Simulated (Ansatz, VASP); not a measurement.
# ZrH: VASP beside Ansatz

Contents of INCAR:

```
ALGO = Fast ; EDIFF = 1E-6
EDIFFG = -0.001 ; ENCUT = 600
GGA = PS ; IBRION = 2
ISIF = 3 ; ISMEAR = -1
LASPH = T ; LCHARG = F
LREAL = F ; LWAVE = F
NELM = 80 ; NSW = 80
PREC = Accurate ; SIGMA = 0.15
```

KPOINTS

```
k-points
0
Gamma
  14 14 8
```

POSCAR

```
ZrH
1.0
    3.1902763251      0.0000000000      0.0000000000
    0.0000000000      3.1902763251      0.0000000000
    0.0000000000      0.0000000000      4.9905072820
Zr H
2 2
Direct
    0.0000000000      0.5000000000      0.0000000000
    0.5000000000      0.0000000000      0.5000000000
    0.0000000000      0.0000000000      0.7500000000
    0.0000000000      0.0000000000      0.2500000000
```

Input for Ansatz:

```yaml
crystal:
  lattice:
    - [3.1902763251, 0.0, 0.0]
    - [0.0, 3.1902763251, 0.0]
    - [0.0, 0.0, 4.990507282]
  atoms:
    - { symbol: Zr, position: [0.0, 0.5, 0.0] }
    - { symbol: Zr, position: [0.5, 0.0, 0.5] }
    - { symbol: H, position: [0.0, 0.0, 0.75] }
    - { symbol: H, position: [0.0, 0.0, 0.25] }
basis:
  ecutwfc: 420
kpoints:
  mp_grid: { grid: [14, 14, 8] }
hamiltonian:
  xc: pbesol
scf:
  occupations: { method: fermi_dirac, width: 0.15 }
output:
  forces: true
  stress: true
  eigenvalues: true
  write_density: true
  write_potential: true
  elf: true
  volumetric_format: npy
relax:
  adjacent_minimum: "off"
  f_tol: 0.001
  max_steps: 60
  cell: { stress_tol: 0.01 }
```

Alike in both runs: task relaxation of cell and atoms; functional PBEsol; k mesh 14 × 14 × 8; occupations fermi-dirac, width 0.15 eV; no spin polarisation.

|  | VASP | Ansatz |
| --- | --- | --- |
| version | VASP 6.6.1 | Ansatz 0.2.0 |
| potentials or method | VASP PAW PBE potentials, release 64 (Zr_sv, H) | scalar-relativistic, plane waves, PAW |
| plane-wave cutoff (eV) | 600 | 420 |
| valence electrons in the cell | 26 | 26 |

Ansatz gave:

| Item | Value |
| --- | --- |
| gap on the k mesh at the Fermi level, each at its own relaxed structure (eV) | none |
| relaxed volume (Å³/atom) | 12.72 |
| relaxed cell length with the largest relative difference (Å) | 3.191 |

Q: What did VASP give for the same quantities?

A: gap on the k mesh at the Fermi level, each at its own relaxed structure (eV): none; relaxed volume (Å³/atom): 12.73; relaxed cell length with the largest relative difference (Å): 3.193.

A gap of «none» marks a metal or a gap that the smearing closes.

Caveats: the PAW data sets were made with another functional, which shifts forces and pressure a little (VASP).
